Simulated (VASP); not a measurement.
# Pb (Fm-3m) in VASP: notebook

The runs below take Pb through band structure, with PBEsol, RPBE, revPBE, BLYP.

Everything below comes from runs of VASP 6.6.1. Logs are shortened: lines on timing, memory, paths and dates and some standing lists are left out, and cuts for length are marked.

## Step 1: Starting point

Symmetry: Fm-3m, No. 225, cubic system. Conventional cell: a = 4.950 Å, b = 4.950 Å, c = 4.950 Å, α = 90.00°, β = 90.00°, γ = 90.00°. Pb (site symmetry m-3m) is surrounded by 12 Pb at 3.50 Å.

## Step 2: Band structure, PBEsol, spin-orbit coupling, no magnetisation

INCAR reads:

```
SYSTEM = Pb
ALGO = Normal
EDIFF = 1E-7
ENCUT = 520
GGA = PS
GGA_COMPAT = .FALSE.
ISIF = 2
ISMEAR = -1
LASPH = .TRUE.
LCHARG = .FALSE.
LNONCOLLINEAR = .TRUE.
LORBIT = 11
LREAL = .FALSE.
LSORBIT = .TRUE.
LWAVE = .FALSE.
MAGMOM = 0 0 0
NELM = 60
PREC = Accurate
SIGMA = 0.05
```

KPOINTS reads:

```
k-points
0
G
  7 7 7
  0 0 0
```

POSCAR reads:

```
Pb
1.0
    0.0000000000      2.4750200000      2.4750200000
    2.4750200000      0.0000000000      2.4750200000
    2.4750200000      2.4750200000      0.0000000000
Pb
1
Direct
    0.0000000000      0.0000000000      0.0000000000
```

KPOINTS_OPT reads:

```
path GXWKGLUWLK,UX
20
line-mode
reciprocal
 0.0000000000  0.0000000000  0.0000000000  G
 0.5000000000  0.0000000000  0.5000000000  X

 0.5000000000  0.0000000000  0.5000000000  X
 0.5000000000  0.2500000000  0.7500000000  W

 0.5000000000  0.2500000000  0.7500000000  W
 0.3750000000  0.3750000000  0.7500000000  K

 0.3750000000  0.3750000000  0.7500000000  K
 0.0000000000  0.0000000000  0.0000000000  G

 0.0000000000  0.0000000000  0.0000000000  G
 0.5000000000  0.5000000000  0.5000000000  L

 0.5000000000  0.5000000000  0.5000000000  L
 0.6250000000  0.2500000000  0.6250000000  U

 0.6250000000  0.2500000000  0.6250000000  U
 0.5000000000  0.2500000000  0.7500000000  W

 0.5000000000  0.2500000000  0.7500000000  W
 0.5000000000  0.5000000000  0.5000000000  L

 0.5000000000  0.5000000000  0.5000000000  L
 0.3750000000  0.3750000000  0.7500000000  K

 0.6250000000  0.2500000000  0.6250000000  U
 0.5000000000  0.0000000000  0.5000000000  X
```

Potentials or basis: VASP PAW PBE potentials, release 64 (Pb_d).

The run is started by

```sh
cat potpaw_PBE.64/Pb_d/POTCAR > POTCAR
mpirun -np 1 vasp_ncl > vasp.out
```

OUTCAR:

```text
SYSTEM = Pb
   EDIFF = 1E-7
   ENCUT = 520
   GGA = PS
   ISIF = 2
   ISMEAR = -1
   LASPH = .TRUE.
   LNONCOLLINEAR = .TRUE.
   LORBIT = 11
   LREAL = .FALSE.
   LSORBIT = .TRUE.
   NELM = 60
   PREC = Accurate

 ion  position               nearest neighbor table
   1  0.000  0.000  0.000-

  LATTYP: Found a face centered cubic cell.
 ALAT       =     4.9500400000

  Lattice vectors:

 A1 = (   0.0000000000,   2.4750200000,   2.4750200000)
 A2 = (   2.4750200000,   0.0000000000,   2.4750200000)
 A3 = (   2.4750200000,   2.4750200000,   0.0000000000)

Analysis of symmetry for initial positions (statically):
=====================================================================
 Subroutine PRICEL returns:
 Original cell was already a primitive cell.

 Routine SETGRP: Setting up the symmetry group for a
 face centered cubic supercell.

 Subroutine GETGRP returns: Found 48 space group operations
 (whereof 48 operations were pure point group operations)
 out of a pool of 48 trial point group operations.

The static configuration has the point symmetry O_h .

Analysis of symmetry for dynamics (positions and initial velocities):
=====================================================================
 Subroutine PRICEL returns:
 Original cell was already a primitive cell.

 Routine SETGRP: Setting up the symmetry group for a
 face centered cubic supercell.

 Subroutine GETGRP returns: Found 48 space group operations
 (whereof 48 operations were pure point group operations)
 out of a pool of 48 trial point group operations.

The dynamic configuration has the point symmetry O_h .

Analysis of structural, dynamic, and magnetic symmetry:
=====================================================================
 Subroutine PRICEL returns:
 Original cell was already a primitive cell.

 Routine SETGRP: Setting up the symmetry group for a
 face centered cubic supercell.

 Subroutine GETGRP returns: Found 48 space group operations
 (whereof 48 operations were pure point group operations)
 out of a pool of 48 trial point group operations.

The overall configuration has the point symmetry O_h .

 Subroutine INISYM returns: Found 48 space group operations
 (whereof 48 operations are pure point group operations),
 and found     1 'primitive' translations

----------------------------------------------------------------------------------------

                                     Primitive cell

  volume of cell :      30.3226

  direct lattice vectors                    reciprocal lattice vectors
     0.000000000  2.475020000  2.475020000    -0.202018570  0.202018570  0.202018570
     2.475020000  0.000000000  2.475020000     0.202018570 -0.202018570  0.202018570
     2.475020000  2.475020000  0.000000000     0.202018570  0.202018570 -0.202018570

  length of vectors
     3.500206851  3.500206851  3.500206851     0.349906427  0.349906427  0.349906427

  position of ions in fractional coordinates (direct lattice)
     0.000000000  0.000000000  0.000000000

  ion indices of the primitive-cell ions
   primitive index   ion index
                 1           1

----------------------------------------------------------------------------------------

 KPOINTS: k-points

Automatic generation of k-mesh.
 Grid dimensions read from file:
 generate k-points for:    7    7    7

 Generating k-lattice:

  Cartesian coordinates                     Fractional coordinates (reciprocal lattice)
    -0.028859796  0.028859796  0.028859796     0.142857143  0.000000000  0.000000000
     0.028859796 -0.028859796  0.028859796     0.000000000  0.142857143  0.000000000
     0.028859796  0.028859796 -0.028859796     0.000000000  0.000000000  0.142857143

  Length of vectors
     0.049986632  0.049986632  0.049986632

  Shift w.r.t. Gamma in fractional coordinates (k-lattice)
     0.000000000  0.000000000  0.000000000

 Subroutine IBZKPT returns following result:
 ===========================================

 Found     20 irreducible k-points:

 Following reciprocal coordinates:
            Coordinates               Weight
  0.000000  0.000000  0.000000      1.000000
  0.142857  0.000000  0.000000      8.000000
  0.285714  0.000000  0.000000      8.000000
  0.428571  0.000000  0.000000      8.000000
  0.142857  0.142857  0.000000      6.000000
  0.285714  0.142857  0.000000     24.000000
[... 12 lines left out ...]
 -0.428571  0.428571  0.142857     24.000000
 -0.285714  0.428571  0.142857     24.000000
   k-points           NKPTS =     20   k-points in BZ     NKDIM =     20   number of bands    NBANDS=     22
   number of dos      NEDOS =    301   number of ions     NIONS =      1
   total plane-waves  NPLWV =  21952
   dimension x,y,z NGX =    28 NGY =   28 NGZ =   28
   dimension x,y,z NGXF=    56 NGYF=   56 NGZF=   56
   ions per type =               1
   NGX,Y,Z   is equivalent  to a cutoff of  13.30, 13.30, 13.30 a.u.
   NGXF,Y,Z  is equivalent  to a cutoff of  26.60, 26.60, 26.60 a.u.
 SYSTEM =  Pb
   PREC   = accura    normal or accurate (medium, high low for compatibility)
   ISTART =      0    job   : 0-new  1-cont  2-samecut
   ICHARG =      2    charge: 1-file 2-atom 10-const
   ISPIN  =      1    spin polarized calculation?
   LNONCOLLINEAR =      T non collinear calculations
   LSORBIT =      T    spin-orbit coupling
   LASPH  =      T    aspherical Exc in radial PAW
   ENCUT  =  520.0 eV  38.22 Ry    6.18 a.u.   6.51  6.51  6.51*2*pi/ulx,y,z
   NELM   =     60;   NELMIN=  2; NELMDL= -5     # of ELM steps
   EDIFF  = 0.1E-06   stopping-criterion for ELM
   LREAL  =      F    real-space projection
   EDIFFG = 0.1E-05   stopping-criterion for IOM
   NSW    =      0    number of steps for IOM
   IBRION =     -1    ionic relax: 0-MD 1-quasi-New 2-CG
   NFREE  =      0    steps in history (QN), initial steepest desc. (CG)
   ISIF   =      2    stress and relaxation
   ISYM   =      2    0-nonsym 1-usesym 2-fastsym
   POTIM  = 0.5000    time-step for ionic-motion
   TEBEG  =    0.0;   TEEND  =   0.0 temperature during run
   PSTRESS=    0.0 pullay stress
   NELECT =      14.0000    total number of electrons
   NUPDOWN=      -1.0000    fix difference up-down
   EMIN   =  10.00;   EMAX   =-10.00  energy-range for DOS
   EFERMI =   0.00;   METHOD = LEGACY
   ISMEAR =    -1;   SIGMA  =   0.05  broadening in eV -4-tet -1-fermi 0-gaus
   EFERMI_NEDOS =   21; number of points for ismear=-14 and -15
   IALGO  =     38    algorithm
   IMIX   =      4    mixing-type and parameters
     AMIX     =   0.40;   BMIX     =  1.00
     AMIX_MAG =   1.60;   BMIX_MAG =  1.00
  volume/ion in A,a.u.               =      30.32       204.63
  Fermi-wavevector in a.u.,A,eV,Ry     =   1.265306  2.391081 21.782907  1.600999
  Thomas-Fermi vector in A             =   2.398566
   LORBIT       =     11    0 simple, 1 ext, 2 COOP (PROOUT), +10 PAW based schemes
   GGA     = PS    functional components
   LHFCALC =     F    Hartree Fock is set to
   AEXX    =    0.0000 exact exchange contribution
   IVDW    =     0    specifies the selected vdW correction
   LEPSILON=     F    determine dielectric tensor
   LRPA    =     F    only Hartree local field effects (RPA)
  energy-cutoff  :      520.00
  volume of cell :       30.32
 maximum number of plane-waves:      1738
 NGX is ok and might be reduce to    28
   NGX = 13   NGY = 13   NGZ = 13

 number of electron      14.0000000 magnetization       0.0000000      0.0000000      0.0000000

 number of electron      13.9999999 magnetization       0.0000000     -0.0000000     -0.0000000

 number of electron      13.9999999 magnetization      -0.0000000      0.0000000      0.0000000

 Free energy of the ion-electron system (eV)
  ---------------------------------------------------
  ext. energy  EPLUGINS =         0.00000000
  ---------------------------------------------------
  free energy    TOTEN  =        -4.55474092 eV

  energy without entropy =       -4.55186729  energy(sigma->0) =       -4.55330410

 E-fermi :   6.9345     XC(G=0): -10.3222

 val. band max:        6.8344459093   @ k =  -0.4286   0.2857   0.0000
 cond. band min:       7.2988033512   @ k =  -0.4286   0.4286   0.0000
 fundamental gap:      0.4643574418
 Fermi energy:         6.9345316369

 k-point     1 :       0.0000    0.0000    0.0000
  band No.  band energies     occupation
      1     -11.2779      1.00000
      2     -11.2779      1.00000
      3     -11.2779      1.00000
      4     -11.2779      1.00000
      5      -8.8033      1.00000
      6      -8.8033      1.00000
[... 474 lines left out ...]
      6      -8.7577      1.00000
[... 14 lines left out ...]
     21      19.5920      0.00000
     22      19.5920      0.00000

------------------------ aborting loop because EDIFF is reached ----------------------------------------

  FORCE on cell =-STRESS in cart. coord.  units (eV):
  Direction    XX          YY          ZZ          XY          YZ          ZX
  --------------------------------------------------------------------------------------
  -------------------------------------------------------------------------------------
  Total       -0.0207174     -0.0207174     -0.0207174     -0.0000000      0.0000000     -0.0000000
  in kB       -1.0946614     -1.0946614     -1.0946614     -0.0000000      0.0000000     -0.0000000
  external PRESSURE =      -1.0946614 kB  Pullay stress =       0.0000000 kB

 VOLUME and BASIS-vectors are now :
 -----------------------------------------------------------------------------
  energy-cutoff  :      520.00
  volume of cell :       30.32
      direct lattice vectors                 reciprocal lattice vectors
     0.000000000  2.475020000  2.475020000    -0.202018570  0.202018570  0.202018570
     2.475020000  0.000000000  2.475020000     0.202018570 -0.202018570  0.202018570
     2.475020000  2.475020000  0.000000000     0.202018570  0.202018570 -0.202018570

 POSITION                                       TOTAL-FORCE (eV/Angst)
 -----------------------------------------------------------------------------------
      0.00000      0.00000      0.00000         0.000000      0.000000      0.000000
 -----------------------------------------------------------------------------------
    total drift:                               -0.000000     -0.000000     -0.000000

  FREE ENERGIE OF THE ION-ELECTRON SYSTEM (eV)
  ---------------------------------------------------
  free  energy   TOTEN  =        -4.5547409194 eV

  energy  without entropy=       -4.5518672904  energy(sigma->0) =       -4.55330410

 Spin-Orbit-Coupling matrix elements

 Ion:    1  E_soc:     -1.1452082
 l=   1
     0.0000000    -0.1231083    -0.1231083
    -0.1231083     0.0000000    -0.1231083
    -0.1231083    -0.1231083     0.0000000
 l=   2
     0.0000000    -0.0136036     0.0000000    -0.0136036    -0.0541562
    -0.0136036     0.0000000    -0.0406171    -0.0136036    -0.0135390
     0.0000000    -0.0406171     0.0000000    -0.0406171     0.0000000
    -0.0136036    -0.0136036    -0.0406171     0.0000000    -0.0135390
    -0.0541562    -0.0135390     0.0000000    -0.0135390     0.0000000
 l=   3
     0.0000000     0.0000000     0.0000000     0.0000000     0.0000000     0.0000000     0.0000000
     0.0000000     0.0000000     0.0000000     0.0000000     0.0000000     0.0000000     0.0000000
     0.0000000     0.0000000     0.0000000     0.0000000     0.0000000     0.0000000     0.0000000
     0.0000000     0.0000000     0.0000000     0.0000000     0.0000000     0.0000000     0.0000000
     0.0000000     0.0000000     0.0000000     0.0000000     0.0000000     0.0000000     0.0000000
     0.0000000     0.0000000     0.0000000     0.0000000     0.0000000     0.0000000     0.0000000
     0.0000000     0.0000000     0.0000000     0.0000000     0.0000000     0.0000000     0.0000000

 total charge

# of ion       s       p       d       tot
------------------------------------------
    1        1.393   0.755   9.808  11.957

 magnetization (x)

# of ion       s       p       d       tot
------------------------------------------
    1        0.000   0.000  -0.000   0.000

 magnetization (y)

# of ion       s       p       d       tot
------------------------------------------
    1       -0.000   0.000   0.000   0.000

 magnetization (z)

# of ion       s       p       d       tot
------------------------------------------
    1        0.000   0.000  -0.000   0.000
```

Run time: 3.1 min. Hardware: 1 thread of Intel Xeon Platinum 8259CL at 2.50GHz (Skylake/Cascade Lake), shared host; peak memory 0.25 GiB.

What came out:

```yaml
Free_energy: -4.5547 eV
Pressure: -0.1 GPa
Valence_electrons_inside_the_program's_atomic_spheres: Pb 11.96
```

Caveat: the PAW data sets were made with another functional, which shifts forces and pressure a little.

(Continued in part 2 of 2.)
